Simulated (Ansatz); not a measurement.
A plane-wave DFT run in Ansatz 0.2.0 (scalar-relativistic PAW potentials unless the input names others): input and command.

```yaml
crystal:
  lattice:
    - [2.189864095, -2.189864095, 0.0]
    - [2.189864095, 0.0, -2.189864095]
    - [9.9141569183, 9.9141569183, 9.9141569183]
  atoms:
    - { symbol: Si, position: [1.0, 0.0, 0.3497012266] }
    - { symbol: Si, position: [0.3333333333, 0.3333333333, 0.2024462045] }
    - { symbol: Si, position: [0.6666666667, 0.6666666667, 0.4969562488] }
    - { symbol: Si, position: [1.0, 1.0, 0.7914662931] }
    - { symbol: Si, position: [0.3333333333, 0.3333333333, 0.6442112709] }
    - { symbol: Si, position: [0.6666666667, 0.6666666667, 0.0551911823] }
    - { symbol: C, position: [0.6666666667, 0.6666666667, 0.3865149822] }
    - { symbol: C, position: [0.0, 0.0, 0.23925996] }
    - { symbol: C, position: [0.3333333333, 0.3333333333, 0.5337700043] }
    - { symbol: C, position: [0.6666666667, 0.6666666667, 0.8282800486] }
    - { symbol: C, position: [0.0, 0.0, 0.6810250265] }
    - { symbol: C, position: [0.3333333333, 0.3333333333, 0.0920049378] }
basis:
  ecutwfc: 420
  xc_grid: 1
kpoints:
  mp_grid: { grid: [10, 10, 2] }
hamiltonian:
  xc: pbe
scf:
  occupations: { method: gaussian, width: 0.05 }
output:
  forces: true
  eigenvalues: true
  stress: true
```

```bash
ansatz run input.yaml --threads 2 --pin off --max-ram 5120MiB --backend cpu --events-out ev --progress --plain --runs-dir out
```

Abridged log:
```
Pseudopotentials: kind: paw
Pseudopotential: Si, paw, valence charge 4, recommended cutoff 420 eV (normal)
Pseudopotential: C, paw, valence charge 4, recommended cutoff 420 eV (normal)
Functional definition: PBE
Crystal: 12 atoms, lattice volume = 142.630 Å³
Basis set: ecut = 420 eV, 2781 PW (Γ)
Bands: 36, of which v1, the nominal top of the filled ones, is band 24 counted from 1 (23 counted from 0)
Symmetry: 6 space group operations
Space group: P3m1 (ITA 156), of the structure as read, at distance tolerance 5.2e-5 Å
k-points: 28 of 200 (time reversal used)
Initial density: superposition of atomic densities (neutral atoms: chi_scale 0, normalization atom), corrected by the library's trained network
Initial wavefunctions: pseudopotential atomic-orbital guess
Functional: x = pbe(κ = 0.804, μ = 0.21951497), c = pbe(β = 0.06672455)
SCF iter   1: F=—  HF=-5319.523546 eV  |F-HF|=—  |Δ(HF+E_count)|=         —  Δρ=2.17e-2  dr2=9.21e0  ethr=1.77e-3  ⟨swp⟩=8.1  Hψ=5812  notcnv=0  defer=56
SCF iter   2: F=—  HF=-5383.622442 eV  |F-HF|=—  |Δ(HF+E_count)|=    6.41e1  Δρ=2.42e-1  dr2=3.24e3  ethr=1.77e-3  ⟨swp⟩=11.1  Hψ=4958  notcnv=0  defer=179  recentre
SCF iter   3: F=—  HF=-5319.356415 eV  |F-HF|=—  |Δ(HF+E_count)|=    6.43e1  Δρ=1.20e-2  dr2=4.26e0  ethr=1.77e-3  ⟨swp⟩=5.7  Hψ=3778  notcnv=0  defer=148
SCF iter   4: F=—  HF=-5319.302775 eV  |F-HF|=—  |Δ(HF+E_count)|=   5.36e-2  Δρ=1.39e-2  dr2=9.10e-1  ethr=1.77e-3  ⟨swp⟩=2.0  Hψ=1204  notcnv=0  defer=66
automatic band count: iteration 4 solves 33 bands in place of 36: the levels show a gap, and the empty bands left out lie too high to hold charge; the band table lists the bands solved (type scf.n_extra_bands for more)
SCF iter   5: F=—  HF=-5319.259097 eV  |F-HF|=—  |Δ(HF+E_count)|=   4.37e-2  Δρ=3.13e-3  dr2=2.71e-1  ethr=1.77e-3  ⟨swp⟩=1.0  Hψ=1017  notcnv=0  defer=40
automatic band count: iteration 5 solves 32 bands in place of 33: the levels show a gap, and the empty bands left out lie too high to hold charge; the band table lists the bands solved (type scf.n_extra_bands for more)
SCF iter   6: F=—  HF=-5319.251239 eV  |F-HF|=—  |Δ(HF+E_count)|=   7.86e-3  Δρ=2.01e-3  dr2=1.15e-1  ethr=5.64e-4  ⟨swp⟩=6.8  Hψ=2895  notcnv=0  defer=120
automatic band count: iteration 6 solves 36 bands in place of 32: the levels no longer show a gap clear of their residuals, so the SCF keeps every band
SCF iter   7: F=—  HF=-5319.244838 eV  |F-HF|=—  |Δ(HF+E_count)|=   6.40e-3  Δρ=1.26e-3  dr2=7.64e-3  ethr=2.39e-4  ⟨swp⟩=1.7  Hψ=1282  notcnv=0  defer=142
SCF iter   8: F=—  HF=-5319.243864 eV  |F-HF|=—  |Δ(HF+E_count)|=   9.74e-4  Δρ=8.04e-4  dr2=2.07e-3  ethr=1.59e-5  ⟨swp⟩=2.1  Hψ=1071  notcnv=0  defer=142
SCF iter   9: F=—  HF=-5319.243696 eV  |F-HF|=—  |Δ(HF+E_count)|=   1.68e-4  Δρ=4.52e-4  dr2=1.30e-3  ethr=4.31e-6  ⟨swp⟩=1.1  Hψ=867  notcnv=0  defer=142
SCF iter  10: F=—  HF=-5319.243476 eV  |F-HF|=—  |Δ(HF+E_count)|=   2.20e-4  Δρ=1.39e-4  dr2=3.84e-4  ethr=2.71e-6  ⟨swp⟩=2.1  Hψ=1152  notcnv=0  defer=142
SCF iter  11: F=—  HF=-5319.243465 eV  |F-HF|=—  |Δ(HF+E_count)|=   1.09e-5  Δρ=6.51e-5  dr2=5.76e-5  ethr=8.00e-7  ⟨swp⟩=1.1  Hψ=867  notcnv=0  defer=142
SCF iter  12: F=—  HF=-5319.243485 eV  |F-HF|=—  |Δ(HF+E_count)|=   1.98e-5  Δρ=1.35e-5  dr2=2.47e-7  ethr=1.20e-7  ⟨swp⟩=1.4  Hψ=983  notcnv=0  defer=143
SCF iter  13: F=—  HF=-5319.243485 eV  |F-HF|=—  |Δ(HF+E_count)|=   1.25e-7  Δρ=1.05e-5  dr2=1.44e-6  ethr=2.08e-10  ⟨swp⟩=20.5  Hψ=7213  notcnv=0
SCF iter  14: F=-5319.243485 eV  HF=-5319.243485 eV  |F-HF|=5.41e-8  |Δ(HF+E_count)|=   1.06e-8  Δρ=2.91e-6  dr2=6.31e-8  ethr=2.08e-10  ⟨swp⟩=3.2  Hψ=3238  notcnv=0
SCF 1 converged in 14 iterations: F = -5319.243485 eV  dr2 = 6.31e-8
SCF converged after 14 iterations
Free energy (F): -5319.243485 eV
Harris-Foulkes:  -5319.243485 eV  (|F-HF|=5.41e-8)
Internal energy: -5319.242827 eV  (E = F + TS)
E sigma→0 (E₀):  -5319.243156 eV
Entropy (-TS):   -0.000658 eV (-0.055 meV/atom)
Fermi energy:    8.420384 eV
--- Forces (eV/Å), atoms counted from 1 ---
  atom   1  Si     0.15296590     0.15296590     0.15296590
  atom   2  Si     0.20673938     0.20673938     0.20673938
  atom   3  Si     0.13802430     0.13802430     0.13802430
  atom   4  Si     1.65408059     1.65408059     1.65408059
  atom   5  Si     0.21993777     0.21993777     0.21993777
  atom   6  Si    -0.12321340    -0.12321340    -0.12321340
  atom   7  C     -0.13840689    -0.13840689    -0.13840689
  atom   8  C     -0.17530966    -0.17530966    -0.17530966
  atom   9  C     -0.15388965    -0.15388965    -0.15388965
  atom  10  C     -0.93611303    -0.93611303    -0.93611303
  atom  11  C     -0.37852822    -0.37852822    -0.37852822
  atom  12  C     -0.46683831    -0.46683831    -0.46683831
--- Stress (GPa, compression-positive) ---
       -1.459987      -1.408543      -1.408543
       -1.408543      -1.459987      -1.408543
       -1.408543      -1.408543      -1.459987
  P = ⅓ Tr σ = -1.4600 GPa (-14.600 kbar)
```

Apart from outputs and empty bands, the input differs from a reference run on usual settings in basis.xc_grid: not typed → 1. The reference, at the same geometry (not necessarily relaxed), gave pressure -1.46 GPa, largest force 2.867 eV/Å, no gap on the mesh. This run converged in 14 SCF iterations (reference: 14) with an energy at zero smearing within 0.01 meV/atom of the reference's, pressure -1.46 GPa, largest force 2.865 eV/Å, no gap on the mesh.

The run took 5.3 s on 2 threads of Intel(R) Xeon(R) 6975P-C (Granite Rapids), with other jobs on the host, peak memory 0.47 GiB.